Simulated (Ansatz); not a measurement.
# Zn2SnN2: the cost of one run

Program: Ansatz 0.2.0. Level of theory: DFT PBE, scalar-relativistic, plane waves, PAW. These are calculated values, not measurements.

### Step 1. The system as given

It takes space group Pmmm (No. 47, orthorhombic). The conventional cell has a = 4.097 Å, b = 4.249 Å, c = 5.488 Å, α = 90.00°, β = 90.00°, γ = 90.00°. Zn (site symmetry mmm) is surrounded by 4 N at 2.37 Å. Around Zn (site symmetry mmm) lie 2 N at 1.55 Å. Sn (site symmetry mmm) is surrounded by 4 N at 2.44 Å. N (site symmetry mm2) has 1 Zn at 1.55 Å in its first shell of neighbours.

As a file:

```
Zn Sn N
1.0
     4.09711    0.00000    0.00000
     0.00000    4.24860    0.00000
     0.00000    0.00000    5.48798
Zn Sn N
2 1 2
Direct
  0.50000 0.50000 0.00000
  0.00000 0.50000 0.50000
  0.00000 0.00000 0.00000
  0.00000 0.50000 0.78171
  0.00000 0.50000 0.21829
```

The cell is invented: random cell by space group and Wyckoff sites (Pmmm, No. 47). Its size is a rough estimate.

### Step 2. A first look at the guess

The input, input.yaml:

```yaml
crystal:
  lattice:
    - [4.09711073, 0.0, 0.0]
    - [0.0, 4.24860055, 0.0]
    - [0.0, 0.0, 5.48797804]
  atoms:
    - { symbol: Zn, position: [0.5, 0.5, 0.0] }
    - { symbol: Zn, position: [0.0, 0.5, 0.5] }
    - { symbol: Sn, position: [0.0, 0.0, 0.0] }
    - { symbol: "N", position: [0.0, 0.5, 0.78170512] }
    - { symbol: "N", position: [0.0, 0.5, 0.21829488] }
basis:
  ecutwfc: 420
kpoints:
  mp_grid: { grid: [4, 4, 4] }
hamiltonian:
  xc: pbe
scf:
  occupations: { method: gaussian, width: 0.1 }
  lower_state_search: "off"
output:
  forces: true
  stress: true
  eigenvalues: true
```

Started as:

```sh
> ansatz run input.yaml --threads 1 --pin off --max-ram 2560MiB --backend cpu --events-out ev --progress --plain --runs-dir out
```

What time and memory should one allow on 1 thread of Intel Xeon at 2.50GHz (Skylake/Cascade Lake), shared host?

About 8.1 s, with a peak of 0.41 GiB.
